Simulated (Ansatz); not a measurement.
# TiB2 (P6/mmm) in Ansatz: settings compared, part 2 of 2

Ansatz 0.2.0. Earlier steps stand in the parts before.

## Step 4: Single point, LDA, 8.21 Å³/atom (volume scaled by 0.96)

Contents of input.yaml:

```yaml
crystal:
  lattice:
    - [2.9882598462, 0.0, 0.0]
    - [-1.4941299231, 2.5879089399, 0.0]
    - [0.0, 0.0, 3.1847676243]
  atoms:
    - { symbol: Ti, position: [0.0, 0.0, 0.0] }
    - { symbol: B, position: [0.6666666667, 0.3333333333, 0.5] }
    - { symbol: B, position: [0.3333333333, 0.6666666667, 0.5] }
hamiltonian:
  xc: lda
  pseudopotentials: { kind: paw }
kpoints:
  mp_grid: { grid: [10, 10, 8] }
scf:
  occupations: { method: fermi_dirac, width: 0.05 }
output:
  forces: true
  stress: true
  eigenvalues: true
```

Run with:

```console
$ ansatz run input.yaml --threads 2 --pin off --max-ram 5632MiB --backend cpu --events-out ev --progress --plain --runs-dir out
```

Wall time 0.72 s (2 threads of Arm Neoverse V2, shared host); peak memory 0.29 GiB.

The run converged. Its results:

| Quantity | Value |
| --- | --- |
| Free energy | -2753.2954 eV |
| Pressure | -0.7 GPa |
| Band gap on the k mesh | none (metal or under the smearing width) |

Caveat: the PAW data sets come from PBE, with cores solved anew for the run's functional, which leaves a small shift of forces and pressure.

## Step 5: Single point, LDA, 8.38 Å³/atom (volume scaled by 0.98)

Changes to input.yaml since step 4:

```diff
@@ -2,5 +2,5 @@
   lattice:
-    - [2.9882598462, 0.0, 0.0]
-    - [-1.4941299231, 2.5879089399, 0.0]
-    - [0.0, 0.0, 3.1847676243]
+    - [3.0088691861, 0.0, 0.0]
+    - [-1.504434593, 2.6057571518, 0.0]
+    - [0.0, 0.0, 3.206732233]
   atoms:
@@ -20 +20,5 @@
   eigenvalues: true
+  write_density: true
+  write_potential: true
+  elf: true
+  volumetric_format: npy
```

Run with:

```console
$ ansatz run input.yaml --threads 2 --pin off --max-ram 5632MiB --backend cpu --events-out ev --progress --plain --runs-dir out
```

It took 0.98 s on 2 threads of Arm Neoverse V2, shared host; peak memory 0.3 GiB.

The run converged. Its results:

```
Free energy            : -2753.2841 eV
Pressure               : -6.2 GPa
Band gap on the k mesh : none (metal or under the smearing width)
```

Caveat: the PAW data sets come from PBE, with cores solved anew for the run's functional, which leaves a small shift of forces and pressure.

## Step 6: Single point, LDA, 8.55 Å³/atom

Changes to input.yaml since step 5:

```diff
@@ -2,5 +2,5 @@
   lattice:
-    - [3.0088691861, 0.0, 0.0]
-    - [-1.504434593, 2.6057571518, 0.0]
-    - [0.0, 0.0, 3.206732233]
+    - [3.0292, 0.0, 0.0]
+    - [-1.5146, 2.6233641531, 0.0]
+    - [0.0, 0.0, 3.2284]
   atoms:
@@ -20,5 +20 @@
   eigenvalues: true
-  write_density: true
-  write_potential: true
-  elf: true
-  volumetric_format: npy
```

Potentials or basis: Ansatz PAW.

Run with:

```console
$ ansatz run input.yaml --threads 2 --pin off --max-ram 5632MiB --backend cpu --events-out ev --progress --plain --runs-dir out
```

Wall time 0.74 s (2 threads of Arm Neoverse V2, shared host); peak memory 0.29 GiB.

It converged, with:

| Quantity | Value |
| --- | --- |
| Free energy | -2753.2562 eV |
| Pressure | -11.2 GPa |
| Band gap on the k mesh | none (metal or under the smearing width) |

Caveat: the PAW data sets come from PBE, with cores solved anew for the run's functional, which leaves a small shift of forces and pressure.

## Step 7: Single point, LDA, 8.72 Å³/atom (volume scaled by 1.02)

Changes to input.yaml since step 6:

```diff
@@ -2,5 +2,5 @@
   lattice:
-    - [3.0292, 0.0, 0.0]
-    - [-1.5146, 2.6233641531, 0.0]
-    - [0.0, 0.0, 3.2284]
+    - [3.0492615118, 0.0, 0.0]
+    - [-1.5246307559, 2.640737932, 0.0]
+    - [0.0, 0.0, 3.2497807555]
   atoms:
```

Run with:

```console
$ ansatz run input.yaml --threads 2 --pin off --max-ram 5632MiB --backend cpu --events-out ev --progress --plain --runs-dir out
```

It took 0.75 s on 2 threads of Arm Neoverse V2, shared host; peak memory 0.29 GiB.

The run converged. Its results:

```
Free energy            : -2753.2130 eV
Pressure               : -15.7 GPa
Band gap on the k mesh : none (metal or under the smearing width)
```

Caveat: the PAW data sets come from PBE, with cores solved anew for the run's functional, which leaves a small shift of forces and pressure.

## Step 8: Single point, LDA, 8.89 Å³/atom (volume scaled by 1.04)

Changes to input.yaml since step 7:

```diff
@@ -2,5 +2,5 @@
   lattice:
-    - [3.0492615118, 0.0, 0.0]
-    - [-1.5246307559, 2.640737932, 0.0]
-    - [0.0, 0.0, 3.2497807555]
+    - [3.0690624661, 0.0, 0.0]
+    - [-1.534531233, 2.6578860614, 0.0]
+    - [0.0, 0.0, 3.2708838193]
   atoms:
```

Run with:

```console
$ ansatz run input.yaml --threads 2 --pin off --max-ram 5632MiB --backend cpu --events-out ev --progress --plain --runs-dir out
```

It took 0.76 s on 2 threads of Arm Neoverse V2, shared host; peak memory 0.3 GiB.

Results (log left out):

| Item | Value |
| --- | --- |
| Free energy | -2753.1562 eV |
| Pressure | -19.7 GPa |
| Band gap on the k mesh | none (metal or under the smearing width) |

Caveat: the PAW data sets come from PBE, with cores solved anew for the run's functional, which leaves a small shift of forces and pressure.

## Step 9: Single point, LDA, 9.06 Å³/atom (volume scaled by 1.06)

Changes to input.yaml since step 8:

```diff
@@ -2,5 +2,5 @@
   lattice:
-    - [3.0690624661, 0.0, 0.0]
-    - [-1.534531233, 2.6578860614, 0.0]
-    - [0.0, 0.0, 3.2708838193]
+    - [3.0886111617, 0.0, 0.0]
+    - [-1.5443055808, 2.6748157284, 0.0]
+    - [0.0, 0.0, 3.2917180359]
   atoms:
```

Potentials or basis: Ansatz PAW.

Run with:

```console
$ ansatz run input.yaml --threads 2 --pin off --max-ram 5632MiB --backend cpu --events-out ev --progress --plain --runs-dir out
```

Wall time 0.76 s (2 threads of Arm Neoverse V2, shared host); peak memory 0.3 GiB.

Results (log left out):

```yaml
Free_energy: -2753.0870 eV
Pressure: -23.4 GPa
Band_gap_on_the_k_mesh: none (metal or under the smearing width)
```

Caveat: the PAW data sets come from PBE, with cores solved anew for the run's functional, which leaves a small shift of forces and pressure.

## Step 10: Equation of state, LDA

Potentials or basis: Ansatz PAW.

This step only gathers the single runs of the series.

What came out:

- Equilibrium volume: 8.19 Å³/atom
- Bulk modulus at fixed shape and positions: 280 GPa
- Pressure derivative of the bulk modulus: 3.9

Energy against volume, from the lowest point:
| volume (Å³/atom) | energy (meV/atom) |
| --- | --- |
| 8.039 | 2.44 |
| 8.210 | 0.00 |
| 8.381 | 3.74 |
| 8.552 | 13.07 |
| 8.723 | 27.45 |
| 8.894 | 46.39 |
| 9.065 | 69.46 |

Caveat: the cell was scaled at fixed shape and fractional positions, which overstates the stiffness of a crystal with free parameters, most of all of layers and chains.

## Step 11: Band structure, r2SCAN

Contents of input.yaml:

```yaml
crystal:
  lattice:
    - [3.0292, 0.0, 0.0]
    - [-1.5146, 2.6233641531, 0.0]
    - [0.0, 0.0, 3.2284]
  atoms:
    - { symbol: Ti, position: [0.0, 0.0, 0.0] }
    - { symbol: B, position: [0.6666666667, 0.3333333333, 0.5] }
    - { symbol: B, position: [0.3333333333, 0.6666666667, 0.5] }
hamiltonian:
  xc: r2scan
  pseudopotentials: { kind: paw }
kpoints:
  mp_grid: { grid: [10, 10, 8] }
  band_path:
    path:
      - [[0.0, 0.0, 0.0], [0.5, 0.0, 0.0], [0.3333333333, 0.3333333333, 0.0], [0.0, 0.0, 0.0], [0.0, 0.0, 0.5], [0.5, 0.0, 0.5], [0.3333333333, 0.3333333333, 0.5], [0.0, 0.0, 0.5]]
      - [[0.5, 0.0, 0.5], [0.5, 0.0, 0.0]]
      - [[0.3333333333, 0.3333333333, 0.0], [0.3333333333, 0.3333333333, 0.5]]
    npoints: 14
scf:
  occupations: { method: fermi_dirac, width: 0.05 }
  n_extra_bands: 7
output:
  forces: true
  stress: true
  eigenvalues: true
  fatbands: false
```

Run with:

```console
$ ansatz run input.yaml --threads 2 --pin off --max-ram 5632MiB --backend cpu --events-out ev --progress --plain --runs-dir out
```

Wall time 2.6 s (2 threads of Arm Neoverse V2, shared host); peak memory 0.37 GiB.

It converged, with:

| Item | Value |
| --- | --- |
| Free energy | -2820.8348 eV |
| Pressure | -1.1 GPa |
| Band gap on the k mesh | none (metal or under the smearing width) |

Stress tensor (GPa, compression positive):
```
-1.32  0.00  0.00
 0.00 -1.32  0.00
 0.00  0.00 -0.76
```

Levels at the corners of the path, in eV from the Fermi level:
| point | band 5 | band 6 | band 7 | band 8 | band 9 | band 10 | band 11 | band 12 | band 13 | band 14 |
| --- | --- | --- | --- | --- | --- | --- | --- | --- | --- | --- |
| Γ | -14.45 | -2.71 | -2.71 | -2.53 | -2.13 | 2.05 | 2.05 | 3.90 | 3.90 | 6.02 |
| M | -9.97 | -9.96 | -3.48 | -3.39 | -2.32 | 1.46 | 2.92 | 3.42 | 3.54 | 7.74 |
| K | -8.97 | -8.97 | -7.71 | -1.94 | -1.94 | 1.47 | 1.47 | 2.18 | 7.29 | 7.29 |
| Γ | -14.45 | -2.71 | -2.71 | -2.53 | -2.13 | 2.05 | 2.05 | 3.90 | 3.90 | 6.02 |
| A | -12.46 | -8.10 | -0.56 | -0.56 | -0.14 | -0.14 | 0.52 | 0.52 | 1.82 | 6.94 |
| L | -10.45 | -8.09 | -4.89 | -4.03 | -3.45 | 2.68 | 3.10 | 4.68 | 4.84 | 5.56 |
| H | -9.17 | -9.17 | -6.08 | -3.40 | -3.40 | 2.70 | 4.44 | 4.44 | 4.71 | 4.71 |
| A | -12.46 | -8.10 | -0.56 | -0.56 | -0.14 | -0.14 | 0.52 | 0.52 | 1.82 | 6.94 |
| L | -10.45 | -8.09 | -4.89 | -4.03 | -3.45 | 2.68 | 3.10 | 4.68 | 4.84 | 5.56 |
| M | -9.97 | -9.96 | -3.48 | -3.39 | -2.32 | 1.46 | 2.92 | 3.42 | 3.54 | 7.74 |
| K | -8.97 | -8.97 | -7.71 | -1.94 | -1.94 | 1.47 | 1.47 | 2.18 | 7.29 | 7.29 |
| H | -9.17 | -9.17 | -6.08 | -3.40 | -3.40 | 2.70 | 4.44 | 4.44 | 4.71 | 4.71 |

Caveat: the PAW data sets come from PBE, with cores solved anew for the run's functional, which leaves a small shift of forces and pressure.

## Step 12: Overview

```csv
task,level,cutoff (eV),points for each segment of the path,gap on the mesh (eV),pressure (GPa)
band structure,LDA,420,14,none,-11.2
equation of state,LDA,420,-,-,-
band structure,r2SCAN,500,14,none,-1.1
```

Alike in all rows: potentials or basis Ansatz PAW; no spin polarisation; cell as given; k mesh 10 × 10 × 8; smearing fermi-dirac 0.05 eV.

Caveats: the PAW data sets come from PBE, with cores solved anew for the run's functional, which leaves a small shift of forces and pressure (some runs); the cell was scaled at fixed shape and fractional positions, which overstates the stiffness of a crystal with free parameters, most of all of layers and chains (some runs).

Total energies depend on the potentials used, so only differences within one code and one set of settings carry meaning.
